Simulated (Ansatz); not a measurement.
# Generalised stacking fault on (111) (glide set) of a GaP-AlP solid solution (72 atoms): support functions against a reference

Aim: test how closely localised support functions follow the reference on generalised stacking fault on (111) (glide set) of a GaP-AlP solid solution (72 atoms), and at what cost. A setting counts as converged where the r.m.s. difference of forces stays under 1 % of the r.m.s. force.

Method: Kohn-Sham DFT, PBE, PAW (set soft_2), plane waves, in Ansatz 0.2.0.

## (1) Set-up

The cell holds 72 atoms: 18 Al, 36 P and 18 Ga. Its edges and angles: a = 6.683 Å, b = 11.576 Å, c = 19.136 Å, α = 90.0°, β = 86.7°, γ = 90.0°. It derives from GaP and AlP. Zinc-blende GaP (a = 5.4569 Å), cell with z along [111], 1 x 3 x 2 periods; the third cell vector is tilted by 0.167 of 1/2[11-2] and lengthened by 0.2 Å, so the cell holds one fault (glide set); displaced by a Gaussian of 0.01 Å; 18 of 36 Ga sites given to Al at random (lattice constant by Vegard's rule between GaP and AlP).

Before any run, some limits are plain. The host structure and its lattice constant were typed by rule, without a check against the phase diagram.

## (2) Plane-wave single point

This run is the reference for what follows, at a cutoff of 420 eV.

Contents of input.yaml:

```yaml
crystal:
  lattice:
    - [6.68331, 0.0, 0.0]
    - [0.0, 11.57583, 0.0]
    - [1.11391, 0.0, 19.10326]
  atoms:
    - { symbol: Al, position: [0.49646, 0.16469, 0.0197] }
    - { symbol: P, position: [0.47929, 0.16679, 0.14378] }
    - { symbol: Ga, position: [0.80102, 0.16707, 0.18567] }
    - { symbol: P, position: [0.78445, 0.16841, 0.30947] }
    - { symbol: Ga, position: [0.9976, 0.00086, 0.0202] }
    - { symbol: P, position: [0.97189, 0.99994, 0.14529] }
    - { symbol: Al, position: [0.30332, 0.00026, 0.18533] }
    - { symbol: P, position: [0.28099, 0.99992, 0.30897] }
    - { symbol: Ga, position: [0.60663, 0.00057, 0.35109] }
    - { symbol: P, position: [0.58752, 0.99819, 0.47508] }
    - { symbol: Al, position: [0.49584, 0.50025, 0.01993] }
    - { symbol: P, position: [0.47581, 0.50019, 0.14412] }
    - { symbol: Ga, position: [0.8006, 0.49929, 0.18554] }
    - { symbol: P, position: [0.78194, 0.49907, 0.30821] }
    - { symbol: Al, position: [0.99782, 0.33292, 0.0212] }
    - { symbol: P, position: [0.9746, 0.3325, 0.14419] }
    - { symbol: Ga, position: [0.30209, 0.33346, 0.18511] }
    - { symbol: P, position: [0.28237, 0.33304, 0.30974] }
    - { symbol: Al, position: [0.60815, 0.33354, 0.34983] }
    - { symbol: P, position: [0.59058, 0.33383, 0.47335] }
    - { symbol: Ga, position: [0.10915, 0.16518, 0.34972] }
    - { symbol: P, position: [0.08783, 0.16589, 0.47316] }
    - { symbol: Ga, position: [0.41188, 0.16698, 0.51505] }
    - { symbol: P, position: [0.39248, 0.16713, 0.63881] }
    - { symbol: Al, position: [0.72161, 0.16577, 0.67972] }
    - { symbol: P, position: [0.69747, 0.16812, 0.80432] }
    - { symbol: Ga, position: [0.9141, 0.99898, 0.51551] }
    - { symbol: P, position: [0.89222, 0.00038, 0.63795] }
    - { symbol: Al, position: [0.22043, 0.99979, 0.68001] }
    - { symbol: P, position: [0.19939, 0.99964, 0.80309] }
    - { symbol: Ga, position: [0.52703, 0.00029, 0.84556] }
    - { symbol: P, position: [0.50566, 0.99913, 0.9693] }
    - { symbol: Ga, position: [0.49636, 0.83227, 0.02075] }
    - { symbol: P, position: [0.4758, 0.83227, 0.14452] }
    - { symbol: Al, position: [0.80364, 0.834, 0.18553] }
    - { symbol: P, position: [0.781, 0.83366, 0.3098] }
    - { symbol: Ga, position: [0.99654, 0.66708, 0.0211] }
    - { symbol: P, position: [0.97638, 0.66769, 0.14438] }
    - { symbol: Al, position: [0.29994, 0.66656, 0.18487] }
    - { symbol: P, position: [0.28268, 0.66552, 0.30996] }
    - { symbol: Al, position: [0.61249, 0.66677, 0.35088] }
    - { symbol: P, position: [0.58797, 0.66695, 0.47434] }
    - { symbol: Ga, position: [0.11, 0.4993, 0.34953] }
    - { symbol: P, position: [0.08795, 0.49988, 0.47545] }
    - { symbol: Al, position: [0.41286, 0.49997, 0.51595] }
    - { symbol: P, position: [0.39348, 0.50024, 0.63909] }
    - { symbol: Al, position: [0.71941, 0.49908, 0.68094] }
    - { symbol: P, position: [0.69847, 0.50033, 0.80384] }
    - { symbol: Al, position: [0.9141, 0.33394, 0.51502] }
    - { symbol: P, position: [0.89429, 0.3328, 0.63998] }
    - { symbol: Al, position: [0.22035, 0.33503, 0.67968] }
    - { symbol: P, position: [0.20075, 0.33295, 0.80581] }
    - { symbol: Ga, position: [0.52476, 0.3315, 0.84581] }
    - { symbol: P, position: [0.50819, 0.33201, 0.96894] }
    - { symbol: Al, position: [0.0243, 0.16751, 0.84539] }
    - { symbol: P, position: [0.00442, 0.16751, 0.96848] }
    - { symbol: Al, position: [0.10516, 0.83139, 0.35079] }
    - { symbol: P, position: [0.0874, 0.83433, 0.47359] }
    - { symbol: Al, position: [0.41191, 0.83207, 0.51549] }
    - { symbol: P, position: [0.39186, 0.83381, 0.63928] }
    - { symbol: Ga, position: [0.71799, 0.83262, 0.68084] }
    - { symbol: P, position: [0.69737, 0.83534, 0.80375] }
    - { symbol: Ga, position: [0.91126, 0.66741, 0.51579] }
    - { symbol: P, position: [0.89426, 0.66631, 0.6391] }
    - { symbol: Ga, position: [0.22167, 0.66597, 0.67865] }
    - { symbol: P, position: [0.19737, 0.66618, 0.8038] }
    - { symbol: Ga, position: [0.52662, 0.66634, 0.84504] }
    - { symbol: P, position: [0.50613, 0.66693, 0.96825] }
    - { symbol: Ga, position: [0.02698, 0.50025, 0.84606] }
    - { symbol: P, position: [0.00406, 0.49922, 0.97104] }
    - { symbol: Al, position: [0.0288, 0.83486, 0.84413] }
    - { symbol: P, position: [0.00471, 0.83301, 0.96964] }
kpoints:
  mp_grid: { grid: [2, 1, 1] }
hamiltonian:
  xc: pbe
scf:
  occupations: { method: gaussian, width: 0.05 }
output:
  forces: true
  stress: true
  populations: true
  dos:
    method: { smearing: { sigma: 0.1 } }
    de: 0.1
    projected: { site_lists: { Al: [Al], Ga: [Ga], P: [P] } }
  eigenvalues: true
  write_density: true
  write_potential: true
  volumetric_format: npy
```

On the command line:

```sh
$ ansatz run input.yaml --threads 4 --pin off --max-ram 8192MiB --backend cpu --events-out ev --progress --plain --runs-dir out
```

The log of the run:

```text
Engine: ansatz 0.2.0, x86_64-unknown-linux-gnu
Pseudopotentials: kind: paw
Pseudopotential: Al, paw, valence charge 3, recommended cutoff 420 eV (normal), Al.paw.azcp
Pseudopotential: P, paw, valence charge 5, recommended cutoff 420 eV (normal), P.paw.azcp
Pseudopotential: Ga, paw, valence charge 13, recommended cutoff 420 eV (normal), Ga.paw.azcp
Functional definition: PBE
  parameter kappa = 0.804
  parameter beta = 0.066725
  exchange = pbe_x(kappa = kappa, mu = beta*pi^2/3)
  correlation = pbe_c(beta = beta)
Crystal: 72 atoms, lattice volume = 1477.921 Å³
Basis set: ecut = 420 eV, 28931 PW (Γ), exchange–correlation on 90×160×256 points (8 copies of the dense FFT grid, shifted against one another)
Bands: 306, of which v1, the nominal top of the filled ones, is band 234 counted from 1 (233 counted from 0)
Symmetry: 1 space group operations
Space group: P1 (ITA 1), of the structure as read, at distance tolerance 1.1e-4 Å
k-points: 2
Non-local potential: Al, projectors of the file, l = 0: 2, l = 1: 2, l = 2: 1
Non-local potential: P, projectors of the file, l = 0: 2, l = 1: 2, l = 2: 2
Non-local potential: Ga, projectors of the file, l = 0: 2, l = 1: 2, l = 2: 3, l = 3: 1
PAW form: soft (Blöchl's): semilocal exchange-correlation on the pseudo side does not see the compensation charge
PAW one-centre angular grid: Al, 110 points (default); XC on 64 Gauss nodes
PAW one-centre angular grid: P, 110 points (default); XC on 64 Gauss nodes
PAW one-centre angular grid: Ga, 590 points (default); XC on 64 Gauss nodes
Initial density: superposition of atomic densities (neutral atoms: chi_scale 0, normalization atom), corrected by the library's trained network
Initial wavefunctions: pseudopotential atomic-orbital guess
Functional: x = pbe(κ = 0.804, μ = 0.219515), c = pbe(β = 0.066725)
SCF iter   1: F=—  HF=-105001.597638 eV  |F-HF|=—  |Δ(HF+E_count)|=         —  Δρ=2.17e-3  dr2=2.30e-1  ethr=1.77e-3  ⟨swp⟩=8.0  Hψ=2885  notcnv=0  defer=46
preconditioner: auto → Resta (q_TF=auto, 2.252 Å⁻¹)  ε∞=4.0  [insulator: Δε(μ)=0.587 eV  Ē_g=12.096 eV  σ=0.050 eV  W_gap=1.00  n_scr=294 (ndim 8)  ℏωp=20.9 eV  f_vac=0.000  D(μ)=0.00/eV (n_scr^D=0)  ε∞_Penn≈4.0]
SCF iter   2: F=—  HF=-105001.586283 eV  |F-HF|=—  |Δ(HF+E_count)|=   1.14e-2  Δρ=1.26e-3  dr2=2.74e-2  ethr=4.91e-5  ⟨swp⟩=2.0  Hψ=996  notcnv=0  defer=92
SCF iter   3: F=—  HF=-105001.584842 eV  |F-HF|=—  |Δ(HF+E_count)|=   1.44e-3  Δρ=6.30e-4  dr2=6.92e-3  ethr=5.86e-6  ⟨swp⟩=2.0  Hψ=609  notcnv=0  defer=92
SCF iter   4: F=—  HF=-105001.585427 eV  |F-HF|=—  |Δ(HF+E_count)|=   5.85e-4  Δρ=1.18e-4  dr2=6.17e-4  ethr=1.48e-6  ⟨swp⟩=2.5  Hψ=743  notcnv=0  defer=92
SCF iter   5: F=—  HF=-105001.585488 eV  |F-HF|=—  |Δ(HF+E_count)|=   6.07e-5  Δρ=5.09e-5  dr2=1.35e-4  ethr=1.32e-7  ⟨swp⟩=3.0  Hψ=942  notcnv=0  defer=92
SCF iter   6: F=—  HF=-105001.585480 eV  |F-HF|=—  |Δ(HF+E_count)|=   8.11e-6  Δρ=1.83e-5  dr2=1.20e-5  ethr=2.88e-8  ⟨swp⟩=2.5  Hψ=961  notcnv=0  defer=92
SCF iter   7: F=—  HF=-105001.584883 eV  |F-HF|=—  |Δ(HF+E_count)|=   5.96e-4  Δρ=7.28e-6  dr2=1.38e-6  ethr=2.57e-9  ⟨swp⟩=3.0  Hψ=1142  notcnv=0  defer=100
SCF iter   8: F=—  HF=-105001.584884 eV  |F-HF|=—  |Δ(HF+E_count)|=   8.29e-7  Δρ=2.81e-6  dr2=1.99e-7  ethr=2.94e-10  ⟨swp⟩=2.5  Hψ=953  notcnv=0  defer=100
SCF iter   9: F=-105001.584884 eV  HF=-105001.584884 eV  |F-HF|=3.60e-8  |Δ(HF+E_count)|=   1.13e-7  Δρ=1.24e-6  dr2=2.99e-8  ethr=2.14e-11  ⟨swp⟩=19.5  Hψ=5634  notcnv=0
SCF 1 converged in 9 iterations: F = -105001.584884 eV  dr2 = 2.99e-8
  greatest PAW one-centre occupation: 0.995 electrons in one spin orbital (limit 2), on the Ga atom at site 32 (counted from 0), in its partial waves of l = 2
SCF converged after 9 iterations
Free energy (F): -105001.584884 eV
Harris-Foulkes:  -105001.584884 eV  (|F-HF|=3.60e-8)
Internal energy: -105001.584884 eV  (E = F + TS)
E sigma→0 (E₀):  -105001.584884 eV
Fermi energy:    7.294061 eV
--- Per-component energies (eV) ---
  E_band       = -1169.973862
  E_kinetic    = 5054.283852
  E_local      = -48345.305839  (includes V_loc(G=0)·N_el)
  E_nonlocal   = 9068.160372
  E_hartree    = 22284.363618
  E_xc         = -4182.496316
  E_vxc        = -3764.156582  (∫ρ·V_xc dr)
  E_paw        = -64718.935134  (= ΣΔE_a)
  E_vpaw       = -7751.694958  (= ΣTr[D̂ρ^β])
  E_aug_tail   = -0.001897  (compensation charges beyond the density's cutoff)
  E_ewald      = -24161.653541
  E_smearing   = -0.000000  (= −TS)
  E_closure    = -0.000000  (closes the sum)
  Σ components = -105001.584884   (vs F -105001.584884, Δ=0.00e0)
--- Forces (eV/Å), atoms counted from 1 ---
  atom   1  Al    -0.00403001     0.31763831     1.31339569
  atom   2  P     -0.34375607    -0.03029449    -0.17399045
  atom   3  Ga     0.12942406    -0.05171163     0.17558276
  atom   4  P     -0.26108398    -0.26094340    -0.08991394
  atom   5  Ga    -0.01724183    -0.09142314     1.28305381
  atom   6  P      0.33969914     0.14869628    -0.35301012
  atom   7  Al    -0.06590401     0.01373948    -0.07028433
  atom   8  P      0.01295110    -0.26077237    -0.09155385
  atom   9  Ga     0.06477727     0.13482171     0.08705152
  atom  10  P     -0.08759238     0.20553261    -0.12809274
  atom  11  Al    -0.03615165    -0.14659701     1.10113200
  atom  12  P     -0.12452520     0.02634807    -0.24340187
  atom  13  Ga     0.15057148     0.11138103    -0.11107402
  atom  14  P      0.02339230     0.14869159     0.18426109
[...]
atom  71  Al    -0.25213799    -0.20311756     0.43007221
  atom  72  P      0.05093433     0.17371563    -1.54091352
  max |Σ_I F_I| component: 2.38e-5 eV/Å
--- Stress (GPa, compression-positive) ---
        1.818236      -0.045641       0.232805
       -0.045640       6.489614       0.033402
        0.232823       0.033402       1.781927
  P = ⅓ Tr σ = 3.3633 GPa (33.633 kbar)
--- Band table (eV) ---
  k-point 0: bands = ["-8.7253", "-8.6641", "-8.6543", "-8.6423", [... 290 levels ...], "10.7087", "10.7136", "10.7458", "10.7525", "10.7727", "10.7958", "10.8189", "10.8486", "10.8610", "10.8893", "10.9254", "10.9732"]
  k-point 1: bands = ["-8.7234", "-8.6661", "-8.6542", "-8.6427", [... 290 levels ...], "10.8107", "10.8441", "10.8563", "10.8616", "10.8919", "10.9052", "10.9795", "10.9875", "11.0163", "11.0297", "11.0499", "11.0685"]
--- Löwdin populations: 72 sites ---
  site symbol       q [e]
     0     Al      2.5253
     1      P      5.1786
     2     Ga     12.9310
[...]
71      P      5.1659
  spilling = 0.004516 (of n_electrons = 468.000000)
```

Elapsed: 24 s, on 4 threads of Intel Xeon 6975P-C (Granite Rapids), shared host; peak memory 4.5 GiB.

Read from the output:

* free energy: -105001.5849 eV
* free energy per atom: -1458.3553 eV/atom
* SCF cycles: 9
* pressure: 3.363 GPa
* r.m.s. force component: 0.3284 eV/Å
* longest force: 1.552 eV/Å
* Fermi energy: 7.294 eV
* gap (highest filled to lowest empty level): 0.4698 eV
* spilling of the projection: 0.004516

The r.m.s. force component of 0.33 eV/Å sets the scale for the differences below.

## (3) Support functions low

With localised support functions most steps grow linearly with size, though the diagonalisation grows faster unless the density matrix is cut; this run measures error and cost at this size. The level low gives here a grid of 30×54×90 points and a radius of 4.09 Å.

This step: Kohn-Sham DFT, PBE, PAW (set soft_2), localised support functions (low) (Ansatz 0.2.0).

input.yaml, the sections that differ from step 2:

```yaml
scf:
  occupations: { method: gaussian, width: 0.05 }
  eigensolver: { kind: { support_functions: { accuracy: low } } }
  mixing: { beta: 0.4 }
  max_iter: 150
output:
  forces: true
  eigenvalues: true
# crystal, kpoints, hamiltonian: as in step 2
```

The log of the run:

```text
Warning: scf.eigensolver.kind.support_functions: disabling space-group detection — the functions' gradient is summed over unrotated k-points, so no spatial operation reduces the k-mesh or symmetrises the density; time reversal is kept, so that k and −k are solved as one point where they differ and the mesh holds both, and exact exchange and, on two spinor components, a DFT+U term hold to it where the run has them: [...]
settings of this run that can trade accuracy for cost: scf.eigensolver.kind.support_functions; scf.eigensolver.kind.support_functions.accuracy: low [...]
[...]
Crystal: 72 atoms, lattice volume = 1477.921 Å³
Basis set: ecut = 420 eV, 28931 PW (Γ), exchange–correlation on 90×160×256 points (8 copies of the dense FFT grid, shifted against one another)
Bands: 281, of which v1, the nominal top of the filled ones, is band 234 counted from 1 (233 counted from 0)
Symmetry: 1 space group operations
k-points: 2
[...]
Eigensolver: Support functions (low, 30×54×90 points, laid for a spacing of at most 0.228497 Å, radius 4.085736 Å, 2 species' potentials softened for the grid, 3 wholly corrected for its errors in the mean over positions, 3 with the egg-box correction, energy correction by stochastic trace)
[...]
SCF iter   1: F=—  HF=-104977.581354 eV  |F-HF|=—  |Δ(HF+E_count)|=         —  Δρ=3.82e-2  dr2=2.25e1  ethr=1.00e-1
[...]
SCF iter  11: F=—  HF=-105001.610004 eV  |F-HF|=—  |Δ(HF+E_count)|=   2.51e-3  Δρ=3.81e-5  dr2=3.04e-5  ethr=1.07e-8  κ⁻¹=2.1e-6(r=7)
SCF iter  12: F=-105001.612048 eV  HF=-105001.612050 eV  |F-HF|=1.95e-6  |Δ(HF+E_count)|=   2.05e-3  Δρ=1.22e-5  dr2=2.69e-6  ethr=6.50e-9
SCF 1 converged in 12 iterations: F = -105001.646282 eV  dr2 = 2.69e-6
[...]
SCF converged after 12 iterations
Stability not checked: this state was not tested for a lower state beside it, because the mixer in use, unlike msr1, does not test its closes by its own steps (another_mixer; see scf.mixing.algorithm and scf.lower_state_search)
Free energy (F): -105001.646282 eV
[...]
Internal energy: -105001.646282 eV  (E = F + TS)
E sigma→0 (E₀):  -105001.646282 eV
Fermi energy:    7.293871 eV
[...]
Σ components = -105001.646282   (vs F -105001.646282, Δ=0.00e0)
--- Forces (eV/Å), atoms counted from 1 ---
  atom   1  Al    -0.00392844     0.31733467     1.31243835
  atom   2  P     -0.34417259    -0.03089886    -0.17454669
  atom   3  Ga     0.12956791    -0.05170535     0.17569700
  atom   4  P     -0.26163713    -0.26096736    -0.08922212
[...]
atom  72  P      0.05104595     0.17381818    -1.54168864
  max |Σ_I F_I| component: 5.34e-3 eV/Å
--- Band table (eV) ---
[...]
```

Wall time 2.3 min (4 threads); peak memory 2.8 GiB.

The program notes that the band table was not solved further than the SCF left it and it switched symmetry off.

Keys that differ from the reference: support_functions.accuracy = "low", scf.max_iter = 150 and scf.mixing.beta = 0.4.

Forces differ from the reference by 0.43 meV/Å r.m.s., 0.13 % of their size, well within a tolerance of 1 %; the energy by -0.85 meV/atom. It took roughly 5.7 times the reference's time (one timing each, with unlike analyses asked), in 12 cycles against 9.

## (4) Support functions medium

The level medium is asked for. Here it resolves to the same grid and radius as in the run with support functions low, so the basis is not new.

This step: Kohn-Sham DFT, PBE, PAW (set soft_2), localised support functions (medium) (Ansatz 0.2.0).

input.yaml, the sections that differ from step 3:

```yaml
scf:
  occupations: { method: gaussian, width: 0.05 }
  eigensolver: { kind: { support_functions: { accuracy: medium } } }
  mixing: { beta: 0.4 }
  max_iter: 150
# crystal, kpoints, hamiltonian, output: as in step 3
```

The log of the run:

```text
[...]
Crystal: 72 atoms, lattice volume = 1477.921 Å³
Basis set: ecut = 420 eV, 28931 PW (Γ), exchange–correlation on 90×160×256 points (8 copies of the dense FFT grid, shifted against one another)
Bands: 281, of which v1, the nominal top of the filled ones, is band 234 counted from 1 (233 counted from 0)
Symmetry: 1 space group operations
k-points: 2
[...]
Eigensolver: Support functions (medium, 30×54×90 points, laid for a spacing of at most 0.228497 Å, radius 4.085736 Å, 2 species' potentials softened for the grid, 3 wholly corrected for its errors in the mean over positions, 3 with the egg-box correction, energy correction by stochastic trace)
[...]
SCF iter   1: F=—  HF=-104977.581354 eV  |F-HF|=—  |Δ(HF+E_count)|=         —  Δρ=3.82e-2  dr2=2.25e1  ethr=1.00e-1
[...]
SCF iter  12: F=—  HF=-105001.612050 eV  |F-HF|=—  |Δ(HF+E_count)|=   2.05e-3  Δρ=1.22e-5  dr2=2.69e-6  ethr=6.50e-9  κ⁻¹=2.5e-6(r=7)
SCF iter  13: F=-105001.613757 eV  HF=-105001.613757 eV  |F-HF|=1.75e-7  |Δ(HF+E_count)|=   1.71e-3  Δρ=5.50e-6  dr2=5.87e-7  ethr=5.74e-10
SCF 1 converged in 13 iterations: F = -105001.646280 eV  dr2 = 5.87e-7
[...]
SCF converged after 13 iterations
[...]
Free energy (F): -105001.646280 eV
[...]
Internal energy: -105001.646280 eV  (E = F + TS)
E sigma→0 (E₀):  -105001.646280 eV
Fermi energy:    7.293952 eV
[...]
Σ components = -105001.646280   (vs F -105001.646280, Δ=0.00e0)
--- Forces (eV/Å), atoms counted from 1 ---
  atom   1  Al    -0.00394702     0.31739080     1.31263886
  atom   2  P     -0.34419520    -0.03085457    -0.17456368
  atom   3  Ga     0.12956542    -0.05167896     0.17571078
  atom   4  P     -0.26161432    -0.26092187    -0.08926981
[...]
atom  72  P      0.05103606     0.17379998    -1.54167675
  max |Σ_I F_I| component: 4.66e-3 eV/Å
--- Band table (eV) ---
[...]
```

Run time: 4.1 min. Hardware: 4 threads; peak memory 2.8 GiB.

Keys that differ from the reference: support_functions.accuracy = "medium", scf.max_iter = 150 and scf.mixing.beta = 0.4.

Forces differ from the reference by 0.40 meV/Å r.m.s., 0.12 % of their size, well within a tolerance of 1 %; the energy by -0.85 meV/atom. It took roughly 10 times the reference's time (one timing each, with unlike analyses asked), in 13 cycles against 9.

[end of part 1 of 2]

[Long decimals in the printed logs are rounded to 6 places.]

[Logs are printed without paths, hosts, clocks, repeated set-up lines and the standing remarks that a program may print on its own settings, such as how far it seeks lower states.]

[Hosts, paths, dates, database ids (printed as entryN), source tags and the programs' standing remarks are cut or masked in the printed files.]
